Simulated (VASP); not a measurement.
Wanted: the native input for a VASP 6.6.1 run.

```
Task                   : relaxation of cell and atoms
Functional             : BLYP
Dispersion             : D3
Potentials or basis    : VASP PAW PBE potentials, release 64 (Ti_sv, O)
Cutoff                 : 600 eV
k mesh                 : 10 × 10 × 10
Occupations            : fermi-dirac, width 0.05 eV
Spin                   : no spin polarisation
Further INCAR settings : ALGO = Fast; EDIFF = 1e-06; IBRION = 2; EDIFFG = -0.02; NSW = 40; ISIF = 3
```

The structure of TiO2 (Anatase) lies in POSCAR:

```
TiO2
1.0
   -1.8921000000      1.8921000000      4.7573000000
    1.8921000000     -1.8921000000      4.7573000000
    1.8921000000      1.8921000000     -4.7573000000
Ti O
2 4
Direct
    0.7500000000      0.2500000000      0.5000000000
    0.0000000000      0.0000000000      0.0000000000
    0.7919000000      0.7919000000      0.0000000000
    0.5419000000      0.0419000000      0.5000000000
    0.9581000000      0.4581000000      0.5000000000
    0.2081000000      0.2081000000      0.0000000000
```

These files were run (other wordings do the same):

INCAR

```
SYSTEM = TiO2
  PREC = Accurate
  ENCUT = 600
  EDIFF = 1E-6
  ISMEAR = -1
  SIGMA = 0.05
  LREAL = .FALSE.
  LASPH = .TRUE.
  NELM = 60
  ALGO = Fast
  ISIF = 3
  LWAVE = .FALSE.
  LCHARG = .FALSE.
  GGA = B5
  ALDAX = 1.0
  AGGAX = 1.0
  AGGAC = 1.0
  ALDAC = 0.0
  IVDW = 11
  VDW_S6 = 1.0
  VDW_S8 = 1.682
  VDW_SR = 1.094
  VDW_SR8 = 1.0
  IBRION = 2
  NSW = 40
  EDIFFG = -0.02
```

KPOINTS

```
Automatic mesh
0
G
  10 10 10
  0 0 0
```

Potentials or basis: VASP PAW PBE potentials, release 64 (Ti_sv, O).

Run with:

```sh
$ cat potpaw_PBE.64/Ti_sv/POTCAR potpaw_PBE.64/O/POTCAR > POTCAR
$ mpirun -np 1 vasp_std > vasp.out
```

It gave:

| Item | Value |
| --- | --- |
| Relaxed volume | 11.62 Å³/atom |
| Relaxed cell | a = 5.504 Å, b = 5.504 Å, c = 5.504 Å, α = 139.49°, β = 139.49°, γ = 58.63° |
| Space group after relaxing (to 0.05 Å) | I4_1/amd (No. 141) |
| Energy gained by relaxing | 5.0 meV/atom |
| Ionic steps | 4 |
| Pressure after relaxing | 0.1 GPa |
| Largest force after relaxing | 0.009 eV/Å |
| Band gap on the k mesh | 2.04 eV, indirect (least direct gap 2.38 eV) |
| Dispersion energy per atom | -0.320 eV |

Caveat: the PAW data sets were made with another functional, which shifts forces and pressure a little.

Wall time 40 min on 1 thread of Intel(R) Xeon(R) Platinum 8259CL CPU @ 2.50GHz (Skylake/Cascade Lake) (shared host), peak memory 0.48 GiB.
